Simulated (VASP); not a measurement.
# ZrN (Fm-3m) in VASP: elastic constants with LDA

Aim: the elastic constants of ZrN with LDA.

Program: VASP 6.6.1. These are calculated values, not measurements. Logs are shortened: lines on timing, memory, paths and dates and some standing lists are left out, and cuts for length are marked.

### 1 The crystal as given

It takes space group Fm-3m (No. 225, cubic). Conventional cell: a = 4.589 Å, b = 4.589 Å, c = 4.589 Å, α = 90.00°, β = 90.00°, γ = 90.00°. Zr (site symmetry m-3m) is surrounded by 6 N at 2.29 Å. N (site symmetry m-3m) is surrounded by 6 Zr at 2.29 Å.

The cell is a database's computed one.

### 2 Elastic constants, LDA

POSCAR

```
ZrN
1.0
    0.0000000000      2.2942655900      2.2942655900
    2.2942655900      0.0000000000      2.2942655900
    2.2942655900      2.2942655900      0.0000000000
Zr N
1 1
Direct
    0.5000000000      0.5000000000      0.5000000000
    0.0000000000      0.0000000000      0.0000000000
```

INCAR.step1

```
SYSTEM = ZrN
  ALGO = Normal
  EDIFF = 1E-8
  EDIFFG = -0.002
  ENCUT = 600
  IBRION = 2
  ISIF = 3
  ISMEAR = 0
  LASPH = .TRUE.
  LCHARG = .FALSE.
  LREAL = .FALSE.
  LWAVE = .FALSE.
  NELM = 80
  NSW = 40
  PREC = Accurate
  SIGMA = 0.1
```

INCAR.step2

```
SYSTEM = ZrN
  ALGO = Normal
  EDIFF = 1E-8
  ENCUT = 600
  IBRION = 6
  ISIF = 3
  ISMEAR = 0
  LASPH = .TRUE.
  LCHARG = .FALSE.
  LREAL = .FALSE.
  LWAVE = .FALSE.
  NELM = 80
  NFREE = 2
  NSW = 1
  POTIM = 0.015
  PREC = Accurate
  SIGMA = 0.1
```

KPOINTS

```
k-points
0
G
  8 8 8
  0 0 0
```

Potentials or basis: VASP PAW LDA potentials, release 64 (Zr_sv, N).

Run with:

```console
$ cat potpaw_LDA.64/Zr_sv/POTCAR potpaw_LDA.64/N/POTCAR > POTCAR
$ cp INCAR.step1 INCAR
$ mpirun -np 1 vasp_std > vasp.out
$ cp CONTCAR POSCAR
$ cp INCAR.step2 INCAR
$ mpirun -np 1 vasp_std > vasp.out
```

OUTCAR:

```text
SYSTEM = ZrN
   EDIFF = 1E-8
   ENCUT = 600
   IBRION = 6
   ISIF = 3
   ISMEAR = 0
   LASPH = .TRUE.
   LREAL = .FALSE.
   NELM = 80
   NFREE = 2
   NSW = 1
   POTIM = 0.015
   PREC = Accurate

 ion  position               nearest neighbor table
   1  0.500  0.500  0.500-   2 2.26   2 2.26   2 2.26   2 2.26   2 2.26   2 2.26
   2  0.000  0.000  0.000-   1 2.26   1 2.26   1 2.26   1 2.26   1 2.26   1 2.26

  LATTYP: Found a face centered cubic cell.
 ALAT       =     4.5299086364

  Lattice vectors:

 A1 = (   0.0000000000,   2.2649543182,   2.2649543182)
 A2 = (   2.2649543182,   0.0000000000,   2.2649543182)
 A3 = (   2.2649543182,   2.2649543182,   0.0000000000)

Analysis of symmetry for initial positions (statically):
=====================================================================
 Subroutine PRICEL returns:
 Original cell was already a primitive cell.

 Routine SETGRP: Setting up the symmetry group for a
 face centered cubic supercell.

 Subroutine GETGRP returns: Found 48 space group operations
 (whereof 48 operations were pure point group operations)
 out of a pool of 48 trial point group operations.

The static configuration has the point symmetry O_h .

Analysis of symmetry for dynamics (positions and initial velocities):
=====================================================================
 Subroutine PRICEL returns:
 Original cell was already a primitive cell.

 Routine SETGRP: Setting up the symmetry group for a
 face centered cubic supercell.

 Subroutine GETGRP returns: Found 48 space group operations
 (whereof 48 operations were pure point group operations)
 out of a pool of 48 trial point group operations.

The dynamic configuration has the point symmetry O_h .

 Subroutine INISYM returns: Found 48 space group operations
 (whereof 48 operations are pure point group operations),
 and found     1 'primitive' translations

----------------------------------------------------------------------------------------

                                     Primitive cell

  volume of cell :      23.2385

  direct lattice vectors                    reciprocal lattice vectors
     0.000000000  2.264954318  2.264954318    -0.220755004  0.220755004  0.220755004
     2.264954318  0.000000000  2.264954318     0.220755004 -0.220755004  0.220755004
     2.264954318  2.264954318  0.000000000     0.220755004  0.220755004 -0.220755004

  length of vectors
     3.203129115  3.203129115  3.203129115     0.382358883  0.382358883  0.382358883

  position of ions in fractional coordinates (direct lattice)
     0.500000000  0.500000000  0.500000000
     0.000000000  0.000000000  0.000000000

  ion indices of the primitive-cell ions
   primitive index   ion index
                 1           1
                 2           2

----------------------------------------------------------------------------------------

 KPOINTS: k-points

Automatic generation of k-mesh.
 Grid dimensions read from file:
 generate k-points for:    8    8    8

 Generating k-lattice:

  Cartesian coordinates                     Fractional coordinates (reciprocal lattice)
    -0.027594376  0.027594376  0.027594376     0.125000000  0.000000000  0.000000000
     0.027594376 -0.027594376  0.027594376     0.000000000  0.125000000  0.000000000
     0.027594376  0.027594376 -0.027594376     0.000000000  0.000000000  0.125000000

  Length of vectors
     0.047794860  0.047794860  0.047794860

  Shift w.r.t. Gamma in fractional coordinates (k-lattice)
     0.000000000  0.000000000  0.000000000

 Subroutine IBZKPT returns following result:
 ===========================================

 Found     29 irreducible k-points:

 Following reciprocal coordinates:
            Coordinates               Weight
  0.000000  0.000000  0.000000      1.000000
  0.125000  0.000000  0.000000      8.000000
[... 65 lines left out ...]
   LORBIT       =      0    0 simple, 1 ext, 2 COOP (PROOUT), +10 PAW based schemes
   GGA     = CA    functional components
   LHFCALC =     F    Hartree Fock is set to
   AEXX    =    0.0000 exact exchange contribution
   IVDW    =     0    specifies the selected vdW correction
   LEPSILON=     F    determine dielectric tensor
   LRPA    =     F    only Hartree local field effects (RPA)
 finite differences with symmetry
 non-spin polarized calculation
 Gauss-broadening in eV      SIGMA  =   0.10
  energy-cutoff  :      600.00
  volume of cell :       23.24
 maximum number of plane-waves:       785
 NGX is ok and might be reduce to    28
   NGX = 13   NGY = 13   NGZ = 13

--------------------------------------- Ionic step        1  -------------------------------------------

 number of electron      17.0000000 magnetization

 Free energy of the ion-electron system (eV)
  ---------------------------------------------------
  ext. energy  EPLUGINS =         0.00000000
  ---------------------------------------------------
  free energy    TOTEN  =       -22.40022895 eV

  energy without entropy =      -22.39381938  energy(sigma->0) =      -22.39702416

------------------------ aborting loop because EDIFF is reached ----------------------------------------

  FORCE on cell =-STRESS in cart. coord.  units (eV):
  Direction    XX          YY          ZZ          XY          YZ          ZX
  --------------------------------------------------------------------------------------
  -------------------------------------------------------------------------------------
  Total       -0.0014854     -0.0014854     -0.0014854      0.0000000     -0.0000000      0.0000000
  in kB       -0.1024102     -0.1024102     -0.1024102      0.0000000     -0.0000000      0.0000000
  external PRESSURE =      -0.1024102 kB  Pullay stress =       0.0000000 kB
[... 89 lines left out ...]
  FREE ENERGIE OF THE ION-ELECTRON SYSTEM (eV)
  ---------------------------------------------------
  free  energy   TOTEN  =       -22.3904618013 eV

  energy  without entropy=      -22.3840692574  energy(sigma->0) =      -22.38726553

[... ionic steps 4 to 14 ...]

--------------------------------------- Ionic step       15  -------------------------------------------

 number of electron      17.0000000 magnetization

------------------------ aborting loop because EDIFF is reached ----------------------------------------
[... 67 lines left out ...]
--------------------------------------- Ionic step       17  -------------------------------------------

 number of electron      17.0000000 magnetization

 Free energy of the ion-electron system (eV)
  ---------------------------------------------------
  ext. energy  EPLUGINS =         0.00000000
  ---------------------------------------------------
  free energy    TOTEN  =       -22.39892988 eV

  energy without entropy =      -22.39257297  energy(sigma->0) =      -22.39575142

 E-fermi :  12.1931     XC(G=0): -12.9678

 val. band max:       12.1452824934   @ k =   0.1250   0.0000   0.0000
 cond. band min:      12.2180271809   @ k =   0.1250   0.0000   0.0000
 fundamental gap:      0.0727446874
 Fermi energy:        12.1931303466

 k-point     1 :       0.0000    0.0000    0.0000
  band No.  band energies     occupation
      1     -36.9750      2.00000
      2     -14.7003      2.00000
      3     -14.6998      2.00000
      4     -14.6998      2.00000
      5      -3.9635      2.00000
      6       9.5374      2.00000
      7       9.5374      2.00000
      8       9.5380      2.00000
      9      11.7572      2.00000
     10      11.7617      2.00000
     11      11.7617      2.00000
     12      13.8435      0.00000
[... 331 lines left out ...]
 k-point    24 :      -0.3750    0.2500    0.1250
  band No.  band energies     occupation
      1     -36.7757      2.00000
      2     -15.8237      2.00000
      3     -15.1373      2.00000
      4     -14.9210      2.00000
      5      -2.1860      2.00000
      6       5.4359      2.00000
      7       6.9177      2.00000
      8       7.0024      2.00000
      9      13.7276      0.00000
     10      14.1936      0.00000
     11      16.0793      0.00000
     12      18.2685      0.00000

 [... further k-points ...]

------------------------ aborting loop because EDIFF is reached ----------------------------------------

  FORCE on cell =-STRESS in cart. coord.  units (eV):
  Direction    XX          YY          ZZ          XY          YZ          ZX
  --------------------------------------------------------------------------------------
  -------------------------------------------------------------------------------------
  Total        0.0109053     -0.0012723     -0.0012723     -0.0000000      0.0000000      0.0000000
  in kB        0.7518677     -0.0877161     -0.0877161     -0.0000000      0.0000000      0.0000000
  external PRESSURE =       0.1921452 kB  Pullay stress =       0.0000000 kB
[... 17 lines left out ...]
  FREE ENERGIE OF THE ION-ELECTRON SYSTEM (eV)
  ---------------------------------------------------
  free  energy   TOTEN  =       -22.3989298762 eV

  energy  without entropy=      -22.3925729723  energy(sigma->0) =      -22.39575142

 INTERNAL STRAIN TENSORS FROM STRAINED CELLS
 ============================================

 INTERNAL STRAIN TENSOR FOR ION    1 for displacements in x,y,z  (eV/Angst):
          X           Y           Z          XY          YZ          ZX
  --------------------------------------------------------------------------------
  x     0.00000     0.00000    -0.00000     0.00000     0.00000    -0.00000
  y     0.00000     0.00000     0.00000     0.00000     0.00000    -0.00000
  z     0.00000    -0.00000     0.00000    -0.00000     0.00000     0.00000

 INTERNAL STRAIN TENSORS FROM DISPLACED ATOMS
 ============================================

 INTERNAL STRAIN TENSOR FOR ION    1 for displacements in x,y,z  (eV/Angst):
          X           Y           Z          XY          YZ          ZX
  --------------------------------------------------------------------------------
  x     0.00000     0.00000     0.00000     0.00000     0.00000     0.00000
  y     0.00000     0.00000     0.00000     0.00000     0.00000     0.00000
  z     0.00000     0.00000     0.00000     0.00000     0.00000     0.00000

 INTERNAL STRAIN TENSOR FOR ION    2 for displacements in x,y,z  (eV/Angst):
          X           Y           Z          XY          YZ          ZX
  --------------------------------------------------------------------------------
  x     0.00000     0.00000     0.00000     0.00000     0.00000     0.00000
  y     0.00000     0.00000     0.00000     0.00000     0.00000     0.00000
  z     0.00000     0.00000     0.00000     0.00000     0.00000     0.00000

 Eigenvectors and eigenvalues of the dynamical matrix
 ----------------------------------------------------

   1 f  =   15.247723 THz    95.804270 2PiTHz  508.609299 cm-1    63.059488 meV
             X         Y         Z           dx          dy          dz
      2.264954  2.264954  2.264954     0.364769   -0.000000   -0.000000
      0.000000  0.000000  0.000000    -0.931098   -0.000000    0.000000
[... 21 lines left out ...]
   6 f/i=    0.000025 THz     0.000156 2PiTHz    0.000830 cm-1     0.000103 meV
             X         Y         Z           dx          dy          dz
      2.264954  2.264954  2.264954     0.145141    0.381322    0.836941
      0.000000  0.000000  0.000000     0.056861    0.149388    0.327882

--------------------------------------------------------------------------------------------------------

 ELASTIC MODULI CONTR FROM IONIC RELAXATION (kBar)
 Direction    XX          YY          ZZ          XY          YZ          ZX
 --------------------------------------------------------------------------------
 XX           0.0000      0.0000      0.0000      0.0000      0.0000      0.0000
 YY           0.0000      0.0000      0.0000      0.0000      0.0000      0.0000
 ZZ           0.0000      0.0000      0.0000      0.0000      0.0000      0.0000
 XY           0.0000      0.0000      0.0000      0.0000      0.0000      0.0000
 YZ           0.0000      0.0000      0.0000      0.0000      0.0000      0.0000
 ZX           0.0000      0.0000      0.0000      0.0000      0.0000      0.0000
 --------------------------------------------------------------------------------

 TOTAL ELASTIC MODULI (kBar)
 Direction    XX          YY          ZZ          XY          YZ          ZX
 --------------------------------------------------------------------------------
 XX        5781.1282   1345.7552   1345.7552      0.0000      0.0000      0.0000
 YY        1345.7552   5781.1282   1345.7552     -0.0000      0.0000     -0.0000
 ZZ        1345.7552   1345.7552   5781.1282      0.0000      0.0000      0.0000
 XY           0.0000     -0.0000      0.0000    791.6421     -0.0000      0.0000
 YZ           0.0000      0.0000      0.0000     -0.0000    791.6421      0.0000
 ZX           0.0000     -0.0000      0.0000      0.0000      0.0000    791.6421
 --------------------------------------------------------------------------------
```

Run time: 6 min. Hardware: 1 thread of Intel Xeon Platinum 8259CL at 2.50GHz (Skylake/Cascade Lake), shared host; peak memory 0.23 GiB.

What came out:

| Item | Value |
| --- | --- |
| Relaxed volume | 11.62 Å³/atom |
| Relaxed cell | a = 3.203 Å, b = 3.203 Å, c = 3.203 Å, α = 60.00°, β = 60.00°, γ = 60.00° |
| Space group after relaxing (to 0.05 Å) | Fm-3m (No. 225) |
| Elastic constants C11, C12, C44 | 578, 135, 79 GPa |
| Voigt bulk modulus | 282 GPa |
| Highest phonon frequency at Γ, LO-TO splitting left out | 509 cm⁻¹ |

Step by step:
| step | energy change (eV) | largest force (eV/Å) | pressure (GPa) | volume (Å³) |
| --- | --- | --- | --- | --- |
| 1 | 0.0000 | 0.0000 | -10.04 | 24.15 |
| 2 | 0.0855 | 0.0000 | 24.08 | 21.60 |
| 3 | -0.0297 | 0.0000 | -0.26 | 23.26 |
| 4 | -0.0297 | 0.0000 | -0.02 | 23.24 |

Final structure:
```
Zr N
1.0
     0.00000    2.26495    2.26495
     2.26495    0.00000    2.26495
     2.26495    2.26495    0.00000
Zr N
1 1
Direct
  0.50000 0.50000 0.50000
  0.00000 0.00000 0.00000
```

Phonon frequencies in cm⁻¹ (negative: imaginary):
```
              q point        frequencies
(0.000, 0.000, 0.000)  0 0 0 509 509 509
```

Elastic tensor in Voigt notation (GPa, in the Cartesian axes of the cell as first typed):
```
578 135 135   0   0   0
135 578 135   0   0   0
135 135 578   0   0   0
  0   0   0  79   0   0
  0   0   0   0  79   0
  0   0   0   0   0  79
```

Clamped-ion elastic tensor (GPa):
```
578 135 135   0   0   0
135 578 135   0   0   0
135 135 578   0   0   0
  0   0   0  79   0   0
  0   0   0   0  79   0
  0   0   0   0   0  79
```
